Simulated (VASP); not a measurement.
# Cu in VASP: notebook

The runs below take Cu through single point, with PBE+D3(BJ).

Everything below comes from runs of VASP 6.6.1. Logs are shortened: lines on timing, memory, paths and dates and some standing lists are left out, and cuts for length are marked.

## (1) The cell of the first run

The cell holds a slab with vacuum, 12 atoms: a = 5.039 Å, b = 5.039 Å, c = 22.872 Å, α = 90.00°, β = 90.00°, γ = 120.00°.

The slab is cut from a database's or a generator's crystal, which needn't be the stable form of the element.

## (2) Single point, PBE+D3(BJ) (the clean substrate in the cell of the map)

File INCAR:

```
PREC     = Accurate       # precision mode
ENCUT    = 520            # plane-wave cutoff, eV
EDIFF    = 1E-7           # SCF threshold, eV
ISMEAR   = 0              # smearing method
SIGMA    = 0.1            # smearing width, eV
LREAL    = F              # projectors in reciprocal space
LASPH    = T              # aspherical terms in the spheres
NELM     = 80             # most SCF steps
ALGO     = Fast           # electronic algorithm
ISIF     = 2              # what is computed and relaxed
LWAVE    = F              # write WAVECAR
LCHARG   = F              # write CHGCAR
LDIPOL   = T            
IDIPOL   = 3            
DIPOL    = 0.5 0.5 0.265
GGA      = PE             # functional
IVDW     = 12             # dispersion correction
NBANDS   = 78             # bands
```

File KPOINTS:

```
regular mesh
0
Gamma
  6 6 1
```

File POSCAR:

```
Cu
1.0
    5.0393684011      0.0000000000      0.0000000000
   -2.5196842005      4.3642210544      0.0000000000
    0.0000000000      0.0000000000     22.8721943999
Cu
12
Direct
    0.3333333333      0.1666666667      0.1748848375
    0.3333333333      0.6666666667      0.1748848375
    0.8333333333      0.1666666667      0.1748848375
    0.8333333333      0.6666666667      0.1748848375
    0.1666666667      0.3333333333      0.2649977796
    0.1666666667      0.8333333333      0.2649977796
    0.6666666667      0.3333333333      0.2649977796
    0.6666666667      0.8333333333      0.2649977796
    0.0000000000      0.0000000000      0.3551121619
    0.0000000000      0.5000000000      0.3551121619
    0.5000000000      0.0000000000      0.3551121619
    0.5000000000      0.5000000000      0.3551121619
```

Potentials or basis: VASP PAW PBE potentials, release 64 (Cu).

Launch:

```
> cat potpaw_PBE.64/Cu/POTCAR > POTCAR
> mpirun -np 1 vasp_std > vasp.out
```

OUTCAR:

```text
PREC = Accurate
   ENCUT = 520
   EDIFF = 1E-7
   ISMEAR = 0
   LREAL = F
   LASPH = T
   NELM = 80
   ISIF = 2
   GGA = PE
   IVDW = 12
 IVDW          = 12

 ion  position               nearest neighbor table
   1  0.333  0.167  0.175-   2 2.52   2 2.52   3 2.52   3 2.52   4 2.52   4 2.52   5 2.52   6 2.52
                             7 2.52
   2  0.333  0.667  0.175-   1 2.52   1 2.52   4 2.52   4 2.52   3 2.52   3 2.52   6 2.52   5 2.52
                             8 2.52
   3  0.833  0.167  0.175-   4 2.52   4 2.52   1 2.52   1 2.52   2 2.52   2 2.52   7 2.52   8 2.52
                             5 2.52
   4  0.833  0.667  0.175-   3 2.52   3 2.52   2 2.52   2 2.52   1 2.52   1 2.52   8 2.52   7 2.52
                             6 2.52
   5  0.167  0.333  0.265-   6 2.52   6 2.52   7 2.52   7 2.52   8 2.52   8 2.52   1 2.52   2 2.52
                             3 2.52   9 2.52  12 2.52  10 2.52
   6  0.167  0.833  0.265-   5 2.52   5 2.52   8 2.52   8 2.52   7 2.52   7 2.52   2 2.52   1 2.52
                             4 2.52  10 2.52  11 2.52   9 2.52
   7  0.667  0.333  0.265-   8 2.52   8 2.52   5 2.52   5 2.52   6 2.52   6 2.52   3 2.52   4 2.52
                             1 2.52  11 2.52  10 2.52  12 2.52
   8  0.667  0.833  0.265-   7 2.52   7 2.52   6 2.52   6 2.52   5 2.52   5 2.52   4 2.52   3 2.52
                             2 2.52  12 2.52   9 2.52  11 2.52
   9  0.000  0.000  0.355-  10 2.52  10 2.52  11 2.52  11 2.52  12 2.52  12 2.52   5 2.52   8 2.52
                             6 2.52
  10  0.000  0.500  0.355-   9 2.52   9 2.52  12 2.52  12 2.52  11 2.52  11 2.52   6 2.52   7 2.52
                             5 2.52
  11  0.500  0.000  0.355-  12 2.52  12 2.52   9 2.52   9 2.52  10 2.52  10 2.52   7 2.52   6 2.52
                             8 2.52
  12  0.500  0.500  0.355-  11 2.52  11 2.52  10 2.52  10 2.52   9 2.52   9 2.52   8 2.52   5 2.52
                             7 2.52

  LATTYP: Found a hexagonal cell.
 ALAT       =     5.0393684011
 C/A-ratio  =     4.5387025872

  Lattice vectors:

 A1 = (   5.0393684011,   0.0000000000,   0.0000000000)
 A2 = (  -2.5196842005,   4.3642210544,   0.0000000000)
 A3 = (   0.0000000000,   0.0000000000,  22.8721943999)

Analysis of symmetry for initial positions (statically):
=====================================================================
 Subroutine PRICEL returns following result:

  LATTYP: Found a hexagonal cell.
 ALAT       =     2.5196842005
 C/A-ratio  =     9.0774051744

  Lattice vectors:

 A1 = (   2.5196842005,   0.0000000000,   0.0000000000)
 A2 = (  -1.2598421002,   2.1821105272,   0.0000000000)
 A3 = (   0.0000000000,   0.0000000000,  22.8721943999)

   4 primitive cells build up your supercell.

 Routine SETGRP: Setting up the symmetry group for a
 hexagonal supercell.

 Subroutine GETGRP returns: Found 12 space group operations
 (whereof  6 operations were pure point group operations)
 out of a pool of 24 trial point group operations.

The static configuration has the point symmetry C_3v.
 The point group associated with its full space group is D_3d.

Analysis of symmetry for dynamics (positions and initial velocities):
=====================================================================
 Subroutine PRICEL returns following result:

  LATTYP: Found a hexagonal cell.
 ALAT       =     2.5196842005
 C/A-ratio  =     9.0774051744

  Lattice vectors:

 A1 = (   2.5196842005,   0.0000000000,   0.0000000000)
 A2 = (  -1.2598421002,   2.1821105272,   0.0000000000)
 A3 = (   0.0000000000,   0.0000000000,  22.8721943999)

   4 primitive cells build up your supercell.

 Routine SETGRP: Setting up the symmetry group for a
 hexagonal supercell.

 Subroutine GETGRP returns: Found 12 space group operations
 (whereof  6 operations were pure point group operations)
 out of a pool of 24 trial point group operations.

The dynamic configuration has the point symmetry C_3v.
 The point group associated with its full space group is D_3d.

 Subroutine INISYM returns: Found 12 space group operations
 (whereof  6 operations are pure point group operations),
 and found     4 'primitive' translations

----------------------------------------------------------------------------------------

                                     Primitive cell

  volume of cell :     125.7566

  direct lattice vectors                    reciprocal lattice vectors
     2.519684201  0.000000000  0.000000000     0.396875132  0.229135964  0.000000000
    -1.259842100  2.182110527  0.000000000     0.000000000  0.458271929  0.000000000
     0.000000000  0.000000000 22.872194400     0.000000000  0.000000000  0.043721209

  length of vectors
     2.519684201  2.519684201 22.872194400     0.458271929  0.458271929  0.043721209

  position of ions in fractional coordinates (direct lattice)
     0.666666667  0.333333333  0.174884838
     0.333333333  0.666666667  0.264997780
     0.000000000  0.000000000  0.355112162

  ion indices of the primitive-cell ions
   primitive index   ion index
                 1           1
                 2           5
                 3          11

----------------------------------------------------------------------------------------

 KPOINTS: regular mesh

Automatic generation of k-mesh.
 Grid dimensions read from file:
 generate k-points for:    6    6    1

 Generating k-lattice:

  Cartesian coordinates                     Fractional coordinates (reciprocal lattice)
     0.033072928  0.019094664  0.000000000     0.166666667  0.000000000  0.000000000
     0.000000000  0.038189327  0.000000000     0.000000000  0.166666667  0.000000000
     0.000000000  0.000000000  0.043721209     0.000000000  0.000000000  1.000000000

  Length of vectors
     0.038189327  0.038189327  0.043721209

  Shift w.r.t. Gamma in fractional coordinates (k-lattice)
     0.000000000  0.000000000  0.000000000

 Subroutine IBZKPT returns following result:
 ===========================================

 Found      7 irreducible k-points:

 Following reciprocal coordinates:
            Coordinates               Weight
  0.000000  0.000000  0.000000      1.000000
  0.166667  0.000000  0.000000      6.000000
  0.333333 -0.000000  0.000000      6.000000
  0.500000 -0.000000  0.000000      3.000000
  0.166667  0.166667  0.000000      6.000000
  0.333333  0.166667  0.000000     12.000000
  0.333333  0.333333  0.000000      2.000000
   k-points           NKPTS =      7   k-points in BZ     NKDIM =      7   number of bands    NBANDS=     78
   number of dos      NEDOS =    301   number of ions     NIONS =     12
   total plane-waves  NPLWV = 288000
   dimension x,y,z NGX =    40 NGY =   40 NGZ =  180
   dimension x,y,z NGXF=    80 NGYF=   80 NGZF=  360
   ions per type =              12
   NGX,Y,Z   is equivalent  to a cutoff of  13.20, 13.20, 13.08 a.u.
   NGXF,Y,Z  is equivalent  to a cutoff of  26.39, 26.39, 26.17 a.u.
 SYSTEM =  unknown system
   PREC   = accura    normal or accurate (medium, high low for compatibility)
   ISTART =      0    job   : 0-new  1-cont  2-samecut
   ICHARG =      2    charge: 1-file 2-atom 10-const
   ISPIN  =      1    spin polarized calculation?
   LNONCOLLINEAR =      F non collinear calculations
   LSORBIT =      F    spin-orbit coupling
   LASPH  =      T    aspherical Exc in radial PAW
   ENCUT  =  520.0 eV  38.22 Ry    6.18 a.u.   9.37  9.37 42.53*2*pi/ulx,y,z
   NELM   =     80;   NELMIN=  2; NELMDL= -5     # of ELM steps
   EDIFF  = 0.1E-06   stopping-criterion for ELM
   LREAL  =      F    real-space projection
[... 7 lines left out ...]
   TEBEG  =    0.0;   TEEND  =   0.0 temperature during run
   PSTRESS=    0.0 pullay stress
   NELECT =     132.0000    total number of electrons
   NUPDOWN=      -1.0000    fix difference up-down
   EMIN   =  10.00;   EMAX   =-10.00  energy-range for DOS
   EFERMI =   0.00;   METHOD = LEGACY
   ISMEAR =     0;   SIGMA  =   0.10  broadening in eV -4-tet -1-fermi 0-gaus
   EFERMI_NEDOS =   21; number of points for ismear=-14 and -15
   IALGO  =     68    algorithm
   IMIX   =      4    mixing-type and parameters
     AMIX     =   0.40;   BMIX     =  1.00
     AMIX_MAG =   1.60;   BMIX_MAG =  1.00
  volume/ion in A,a.u.               =      41.92       282.88
  Fermi-wavevector in a.u.,A,eV,Ry     =   1.048100  1.980621 14.946175  1.098513
  Thomas-Fermi vector in A             =   2.183007
   LORBIT       =      0    0 simple, 1 ext, 2 COOP (PROOUT), +10 PAW based schemes
   GGA     = PE    functional components
   LHFCALC =     F    Hartree Fock is set to
   AEXX    =    0.0000 exact exchange contribution
   IVDW    =    12    specifies the selected vdW correction
   LEPSILON=     F    determine dielectric tensor
   LRPA    =     F    only Hartree local field effects (RPA)
 non-spin polarized calculation
 RMM-DIIS sequential band-by-band and
 Gauss-broadening in eV      SIGMA  =   0.10
  energy-cutoff  :      520.00
  volume of cell :      503.03
 maximum number of plane-waves:     13633
 NGX is ok and might be reduce to    40
   NGX = 19   NGY = 19   NGZ = 85

 dipolmoment           0.000000      0.000000     -0.000370 electrons x Angstroem

 number of electron     131.9999971 magnetization

 dipolmoment           0.000000      0.000000      0.000272 electrons x Angstroem

 Free energy of the ion-electron system (eV)
  ---------------------------------------------------
  ext. energy  EPLUGINS =         0.00000000
  ---------------------------------------------------
  free energy    TOTEN  =       -40.92963063 eV

  energy without entropy =      -40.85424551  energy(sigma->0) =      -40.89193807

 E-fermi :  -1.2600     XC(G=0):  -4.3164

 val. band max:       -1.2728937802   @ k =   0.1667   0.0000   0.0000
 cond. band min:      -1.2449379452   @ k =   0.1667   0.0000   0.0000
 fundamental gap:      0.0279558351
 Fermi energy:        -1.2600496511

 k-point     1 :       0.0000    0.0000    0.0000
  band No.  band energies     occupation
      1     -10.1451      2.00000
      2      -8.0914      2.00000
      3      -6.6246      2.00000
      4      -6.2034      2.00000
      5      -6.2034      2.00000
      6      -6.2034      2.00000
[... 70 lines left out ...]
     77       3.4852      0.00000
     78       3.4859      0.00000

 k-point     2 :       0.1667    0.0000    0.0000
  band No.  band energies     occupation
      1      -9.9179      2.00000
      2      -7.8789      2.00000
      3      -6.4536      2.00000
      4      -6.3888      2.00000
      5      -6.1398      2.00000
      6      -6.1398      2.00000
[... 70 lines left out ...]
     77       3.7693      0.00000
     78       3.9238      0.00000
[... 322 lines left out ...]
     77       4.6694      0.00000
     78       4.9606      0.00000

 k-point     7 :       0.3333    0.3333    0.0000
  band No.  band energies     occupation
      1      -7.6773      2.00000
      2      -7.6773      2.00000
      3      -7.6773      2.00000
      4      -6.1447      2.00000
      5      -6.1447      2.00000
      6      -6.1447      2.00000
[... 70 lines left out ...]
     77       5.1574      0.00000
     78       5.3482      0.00000

------------------------ aborting loop because EDIFF is reached ----------------------------------------

 vacuum level on the upper side and lower side of the slab       (xc-potential included)        -0.070        -0.073

 Edisp (eV)   -4.74252

 E8    (eV) :    -2.1375

  FORCE on cell =-STRESS in cart. coord.  units (eV):
  Direction    XX          YY          ZZ          XY          YZ          ZX
  --------------------------------------------------------------------------------------
  -------------------------------------------------------------------------------------
  Total      -3.00074    -3.00074     0.71501    -0.00000     0.00000     0.00000
  in kB      -9.55759    -9.55759     2.27737    -0.00000     0.00000     0.00000
  external pressure =       -5.61 kB  Pullay stress =        0.00 kB

 VOLUME and BASIS-vectors are now :
 -----------------------------------------------------------------------------
  energy-cutoff  :      520.00
  volume of cell :      503.03
      direct lattice vectors                 reciprocal lattice vectors
     5.039368401  0.000000000  0.000000000     0.198437566  0.114567982  0.000000000
    -2.519684200  4.364221054  0.000000000     0.000000000  0.229135964  0.000000000
     0.000000000  0.000000000 22.872194400     0.000000000  0.000000000  0.043721209

 POSITION                                       TOTAL-FORCE (eV/Angst)
 -----------------------------------------------------------------------------------
      1.25984      0.72737      4.00000        -0.000000     -0.000000     -0.048581
     -0.00000      2.90948      4.00000         0.000000     -0.000000     -0.048581
      3.77953      0.72737      4.00000         0.000000     -0.000000     -0.048581
      2.51968      2.90948      4.00000         0.000000     -0.000000     -0.048581
      0.00000      1.45474      6.06108         0.000000      0.000000     -0.000000
     -1.25984      3.63685      6.06108         0.000000     -0.000000     -0.000000
      2.51968      1.45474      6.06108        -0.000000      0.000000     -0.000000
      1.25984      3.63685      6.06108        -0.000000     -0.000000      0.000000
      0.00000      0.00000      8.12219        -0.000000      0.000000      0.048581
     -1.25984      2.18211      8.12219        -0.000000     -0.000000      0.048581
      2.51968      0.00000      8.12219         0.000000      0.000000      0.048581
      1.25984      2.18211      8.12219        -0.000000     -0.000000      0.048581
 -----------------------------------------------------------------------------------
    total drift:                                0.000000     -0.000000      0.055009

  FREE ENERGIE OF THE ION-ELECTRON SYSTEM (eV)
  ---------------------------------------------------
  free  energy   TOTEN  =       -45.6721519904 eV

  energy  without entropy=      -45.5967668787  energy(sigma->0) =      -45.63445943

 vacuum level on the upper side and lower side of the slab         3.469         3.465
```

Run time: 9.5 min. Hardware: 1 thread of Intel Xeon 6975P-C (Granite Rapids), shared host; peak memory 0.69 GiB.

What came out:

```yaml
Free_energy: -45.6722 eV
Largest_force: 0.049 eV/Å
Band_gap_on_the_k_mesh: none (metal or under the smearing width)
Dispersion_energy_per_atom: -0.395 eV
```

Forces in eV/Å, atoms in the order of the input:
```
Cu   0.000  0.000 -0.049
Cu   0.000  0.000 -0.049
Cu   0.000  0.000 -0.049
Cu   0.000  0.000 -0.049
Cu   0.000  0.000  0.000
Cu   0.000  0.000  0.000
Cu   0.000  0.000  0.000
Cu   0.000  0.000  0.000
Cu   0.000  0.000  0.049
Cu   0.000  0.000  0.049
Cu   0.000  0.000  0.049
Cu   0.000  0.000  0.049
```

[end of part 1 of 2]
